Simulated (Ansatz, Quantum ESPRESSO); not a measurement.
Given: the input of a run of Ansatz 0.2.0 on KCl (Sylvite). Atoms were shifted at random by some hundredths of an Å from the given cell, which wasn't relaxed again for these runs. 

input.yaml

```yaml
crystal:
  lattice:
    - [0.0, 3.14647, 3.14647]
    - [3.14647, 0.0, 3.14647]
    - [3.14647, 3.14647, 0.0]
  atoms:
    - { symbol: K, position: [-0.011176, 0.011859, -0.001972] }
    - { symbol: Cl, position: [0.483026, 0.502097, 0.505637] }
hamiltonian:
  xc: pbe
  pseudopotentials: { kind: paw }
kpoints:
  mp_grid: { grid: [7, 7, 7] }
scf:
  occupations: { method: fermi_dirac, width: 0.05 }
output:
  forces: true
  stress: true
  eigenvalues: true
```

Potentials or basis: Ansatz PAW.

The run is started by

```console
$ ansatz run input.yaml --threads 1 --pin off --max-ram 3584MiB --backend cpu --events-out ev --progress --plain --runs-dir out
```

Q: Set up the same calculation for Quantum ESPRESSO 7.5. Potentials or basis there: SSSP 1.3 efficiency PBE, cutoff 816 eV.

A: As run (cutoffs and basis follow the program's own potentials, and thresholds, step limits or extra output files can differ):

pw.in

```
&CONTROL
  calculation = 'scf'
  prefix = 'pwscf'
  outdir = './tmp'
  pseudo_dir = './pseudo'
  tprnfor = .true.
  tstress = .true.
  disk_io = 'nowf'
/
&SYSTEM
  ibrav = 0
  nat = 2
  ntyp = 2
  ecutwfc = 60
  ecutrho = 480
  nbnd = 14
  occupations = 'smearing'
  smearing = 'fd'
  degauss = 0.00367493
/
&ELECTRONS
  conv_thr = 4d-10
  electron_maxstep = 120
  mixing_beta = 0.5
/
ATOMIC_SPECIES
K     39.0983 K.pbe-spn-kjpaw_psl.1.0.0.UPF
Cl    35.4500 cl_pbe_v1.4.uspp.F.UPF
CELL_PARAMETERS angstrom
   0.0000000000    3.1464700000    3.1464700000
   3.1464700000    0.0000000000    3.1464700000
   3.1464700000    3.1464700000    0.0000000000
ATOMIC_POSITIONS crystal
K     -0.0111760000    0.0118590000   -0.0019720000
Cl     0.4830260000    0.5020970000    0.5056370000
K_POINTS automatic
7 7 7 0 0 0
```

Potentials or basis: SSSP 1.3 efficiency PBE.

Run with:

```console
$ OMP_NUM_THREADS=1 pw.x -in pw.in > pw.out
```

Both were run:

|  | Ansatz | Quantum ESPRESSO |
| --- | --- | --- |
| Pressure | 0.8 GPa | 0.7 GPa |
| Largest force | 0.066 eV/Å | 0.066 eV/Å |
| Energy over the undisturbed cell | 0.8 meV/atom | 0.8 meV/atom |

Ansatz's pressure holds a Pulay term of +0.00 GPa for its cutoff of 420 eV, which the other run lacks.

Where Ansatz's input types no cutoff or centring, it takes its own default and a Γ-centred mesh.

Pressure is positive in compression.
